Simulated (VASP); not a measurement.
Input of a VASP 6.6.1 run:

The input INCAR:

```
PREC     = Accurate       # precision mode
ENCUT    = 520            # plane-wave cutoff, eV
EDIFF    = 1E-7           # SCF threshold, eV
ISMEAR   = -1             # smearing method
SIGMA    = 0.02           # smearing width, eV
LREAL    = Auto         
LASPH    = True           # aspherical terms in the spheres
NELM     = 60             # most SCF steps
ALGO     = Fast           # electronic algorithm
ISIF     = 2              # what is computed and relaxed
LWAVE    = False          # write WAVECAR
LCHARG   = False          # write CHGCAR
NBANDS   = 66             # bands
```

Contents of KPOINTS:

```
regular mesh
0
Gamma
  1 1 1
```

POSCAR

```
H21O10F
1.0
    7.5723370000      0.0000000000      0.0000000000
    0.0000000000      7.5723370000      0.0000000000
    0.0000000000      0.0000000000      7.5723370000
O H F
10 21 1
Direct
    0.4030063638      0.0836597737      0.3732401239
    0.8086407142      0.2797154960      0.9082532909
    0.2796626722      0.7436409658      0.2819473037
    0.2230883279      0.4814497823      0.8202487554
    0.9694365161      0.5604874691      0.4163047683
    1.0237394347      1.0288897602      0.4644008844
    0.3484921498      0.1972574649      1.0338552022
    0.6379008224      0.6299112150      0.2431481853
    1.0205964156      0.4762994568      0.1010256147
    0.0142360278      0.3210237474      0.6494824517
    0.3418891684     -0.0294360909      0.3740192757
    0.4113525322      0.1293259928      0.2465024998
    0.8701672945      0.2617025629      0.7866924042
    0.6794467811      0.2959192123      0.9069723125
    0.2044150967      0.6679443876      0.2147289536
    0.4005764667      0.6907246732      0.2861071820
    0.3036447004      0.5449044331      0.7590259123
    0.1399699987      0.4057532041      0.7373417216
    1.0600162143      0.6620149103      0.4202401451
    0.9873173896      0.5038999189      0.3028127248
    0.8956812144      1.0428880807      0.4588147622
    1.0461895713      1.0712676945      0.3462207242
    0.3093232644      0.0904608445      0.9753924053
    0.3044766761      0.2932119899      0.9594924262
    0.7525681966      0.6167844881      0.3131794055
    0.6623846773      0.7357173882      0.1639124091
    1.1011263762      0.5045073932     -0.0000132060
    0.9202839229      0.4065059439      0.0286569391
   -0.0091913500      0.4185629879      0.5578991004
    0.0623453499      0.2213319349      0.5654397051
    0.5764666839      1.0790724185      0.4597655915
    0.7013686792      1.0408675684      0.5184660957
```

Potentials or basis: VASP PAW LDA potentials, release 64 (O, H, F).

Launch:

```bash
$ cat potpaw_LDA.64/O/POTCAR potpaw_LDA.64/H/POTCAR potpaw_LDA.64/F/POTCAR > POTCAR
$ mpirun -np 1 vasp_gam > vasp.out
```

Problem. Predict the band gap on the k mesh.

Solution. 4.25 eV, direct.

Problem. What does it give for the largest force?

Solution. 4.398 eV/Å.

Problem. Estimate the pressure.

Solution. -0.8 GPa.

Stress tensor (GPa, compression positive):
```
-1.27  0.50 -1.14
 0.50 -0.86  0.46
-1.14  0.46 -0.20
```

LDA gaps usually lie below the measured ones, often by a third to a half.
